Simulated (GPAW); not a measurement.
Runs of GPAW 26.7.0 on CdGeAs2. It takes space group I-42d (No. 122, tetragonal). Conventional cell: a = 5.978 Å, b = 5.978 Å, c = 11.329 Å, α = 90.00°, β = 90.00°, γ = 90.00°. Around Cd (site symmetry -4) lie 4 As at 2.65 Å. As (site symmetry 2) has 2 Ge at 2.45 Å and 2 Cd at 2.65 Å as nearest neighbours. Ge (site symmetry -4) has 4 As at 2.45 Å as nearest neighbours. The cell is a database's computed one.

```tsv
task	level	potentials or basis	cutoff (eV)	smearing	maxiter	convergence	response ecut	eta	response k mesh	gap on the mesh (eV)	pressure (GPa)	largest force (eV/Å)
single point	PBE	GPAW PAW data sets (gpaw-data 1.2.1), pw	450	fermi-dirac 0.05 eV	120	default	-	-	-	0.22	1.8	(b)
optical spectrum	RPBE	the program's PAW data sets (release 1.2.1) made for this functional, pw	400	fermi-dirac 0.001 eV	150	-	50 eV	0.1 eV	4 × 4 × 4	0.17	-	-
optical spectrum	AM05	PAW data sets generated in the run's folder for this functional, pw	400	fermi-dirac 0.001 eV	150	-	50 eV	0.1 eV	4 × 4 × 4	0.22	-	-
single point	LDA	the program's PAW data sets (release 1.2.1) made for this functional, pw	450	fermi-dirac 0.05 eV	120	default	-	-	-	0.22	(a)	0.28
```

Alike in all rows: no spin polarisation; cell as given; k mesh 5 × 5 × 5.

Fill in the values left out.

(a) -3.0; (b) 0.20.

Caveats: the cutoff is short for stress and forces, so pressures can be off by a GPa or more (some runs); with so narrow a direct gap the onset needs a denser k mesh (some runs); the long-wavelength limit can be off by several per cent where d states take part (some runs); spectra need much finer meshes, so this one isn't converged (some runs); independent-particle spectra lack excitons (some runs).

A k mesh can miss the band edges, and the runs leave out spin-orbit coupling on As, Cd, Ge.
